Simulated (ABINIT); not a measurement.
Runs of ABINIT 10.8.3 (patched build) on CsPbBr3. It takes space group Pm-3m (No. 221, cubic). The conventional cell has a = 5.870 Å, b = 5.870 Å, c = 5.870 Å, α = 90.00°, β = 90.00°, γ = 90.00°. Pb (site symmetry m-3m) has 6 Br at 2.94 Å as nearest neighbours. Cs (site symmetry m-3m) is surrounded by 12 Br at 4.15 Å. Br (site symmetry 4/mmm) has 2 Pb at 2.94 Å as nearest neighbours. Measurements of this composition are mostly on another form, of space group No. 62.

| task | level | potentials or basis | k mesh | cutoff (eV) | fine-grid cutoff | pressure (GPa) | V0 of scaled cells (Å³/atom) | B0 (GPa) |
| --- | --- | --- | --- | --- | --- | --- | --- | --- |
| equation of state | PBEsol | PseudoDojo NC SR PBEsol v0.4.1 standard | 5 × 5 × 5 | 762 | - | - | 40.42 | 21 |
| equation of state | r2SCAN | JTH PAW PBE v2.0 | 3 × 3 × 3 | 707 | 1306.15 eV | - | 41.50 | 21 |
| band structure | LDA | JTH PAW LDA v2.0 | 5 × 5 × 5 | 707 | 1306.15 eV | (a) | - | - |
| band structure | PBEsol | PseudoDojo NC SR PBEsol v0.4.1 standard | 5 × 5 × 5 | 762 | - | 0.0 | - | - |
| equation of state | LDA | JTH PAW LDA v2.0 | 5 × 5 × 5 | 707 | 1306.15 eV | - | (b) | 25 |

Alike in all rows: no spin polarisation; cell as given; smearing fermi-dirac 0.05 eV.

Question: Fill in the values left out.

Answer: (a) -1.3; (b) 38.33.

Caveats: pressures at fixed basis lie under the slope of the energies (some runs); the PAW data sets were made with another functional, which shifts forces and pressure a little (some runs).

Not every run made on this cell is shown here.
